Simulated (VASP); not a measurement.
A run of VASP 6.6.1 is set up as follows.

Contents of INCAR:

```
ALGO = Fast
EDIFF = 1E-6
ENCUT = 520
GGA = PE
ISIF = 2
ISMEAR = 0
LASPH = T
LCHARG = T
LELF = T
LREAL = Auto
LVHAR = T
LWAVE = F
NBANDS = 87
NELECT = 128.0
NELM = 100
PREC = Accurate
SIGMA = 0.02
```

The input KPOINTS:

```
Automatic mesh
0
Gamma
  2 2 2
  0.5 0.5 0.5
```

POSCAR

```
MgSi32
1.0
    0.0000000001     -6.6706137337      6.3650227274
   -0.0000000001      6.6706137337      6.3650227274
   -7.7025612697     -0.0000000001     -6.3650227274
Si Mg
32 1
Direct
    0.4878621789      0.3208871381      0.7504921801
    0.7373699241      0.5703948833      0.2495077848
    0.1129910337      0.4465556934      0.5001772612
    0.6128136979      0.9463783576      0.4998227038
    0.9892901975      0.8226163285      0.7483580848
    0.8645677495      0.1993346575      0.0000000000
    0.3616442018      0.6932021495      0.0000000000
    0.2409320738      0.0742582047      0.2516418802
    0.7118765120      0.3729147478      0.5136203221
    0.9431512905      0.6300393216      0.0000000000
    0.3275728798      0.5084566857      0.2713326031
    0.8268597388      0.9904374910      0.2493227814
    0.1982562275      0.8592943532      0.4863796429
    0.0562403163      0.2371241223      0.7286673619
    0.5775369970      0.7411147492      0.7506771835
    0.4635895689      0.0997545311      0.0000000000
    0.6731402079      0.5095624558      0.7506771835
    0.9224630283      0.7588852761      0.2493227814
    0.3017438314      0.6407055957      0.5136203221
    0.7881234369      0.1270853111      0.4863796429
    0.1724271027     -0.0084567032      0.7286673619
    0.0364104525      0.4002454903      0.0000000000
    0.5568486952      0.8699606641      0.0000000000
    0.4437596662      0.2628758602      0.2713326031
    0.8871862489      0.5536215892      0.5001772612
    0.1383558211      0.8067979132      0.0000000000
    0.5107097492      0.6773836183      0.2516418802
    0.0121378036      0.1791128444      0.2495077848
    0.3870089488      0.0534442891      0.4998227038
    0.2590679087      0.4257417778      0.7483580848
    0.7626300227      0.9296050634      0.7504921801
    0.6354322347      0.3006652869      0.0000000000
    0.2499999714      0.2499999714      0.0000000000
```

Potentials or basis: VASP PAW PBE potentials, release 64 (Si, Mg).

Launch:

```bash
$ cat potpaw_PBE.64/Si/POTCAR potpaw_PBE.64/Mg/POTCAR > POTCAR
$ mpirun -np 1 vasp_std > vasp.out
```

Q: What does it give for the band gap on the k mesh?

A: 0.78 eV, indirect (least direct gap 0.82 eV).

Q: What does it give for the largest force?

A: 0.015 eV/Å.

Forces in eV/Å, atoms in the order of the input:
```
Si   0.001 -0.003  0.000
Si  -0.001 -0.003  0.000
Si   0.002  0.002  0.003
Si  -0.002  0.002  0.003
Si   0.002 -0.002 -0.006
Si   0.000 -0.003 -0.003
Si   0.000  0.000 -0.003
Si  -0.002 -0.002 -0.006
Si   0.004  0.001  0.000
Si   0.000 -0.002 -0.002
Si  -0.010  0.003  0.008
Si   0.002 -0.001 -0.002
Si  -0.004  0.001  0.000
Si   0.010  0.003  0.008
Si  -0.002 -0.001 -0.002
Si   0.000 -0.014  0.003
Si  -0.002  0.001  0.002
Si   0.002  0.001  0.002
Si   0.004 -0.001  0.000
Si  -0.004 -0.001  0.000
Si   0.010 -0.003 -0.008
Si   0.000  0.014 -0.003
Si   0.000  0.002  0.002
Si  -0.010 -0.003 -0.008
Si   0.002 -0.002 -0.003
Si   0.000  0.000  0.003
Si  -0.002  0.002  0.006
Si  -0.001  0.003  0.000
Si  -0.002 -0.002 -0.003
Si   0.002  0.002  0.006
Si   0.001  0.003  0.000
Si   0.000  0.003  0.003
Mg   0.000  0.000  0.000
```

Caveat: the cell carries a net charge on a neutralising background, which shifts energy and pressure; the cell is charged against a uniform background, so pressure and absolute levels hang on convention. As with any semilocal functional, this PBE gap is likely too small.
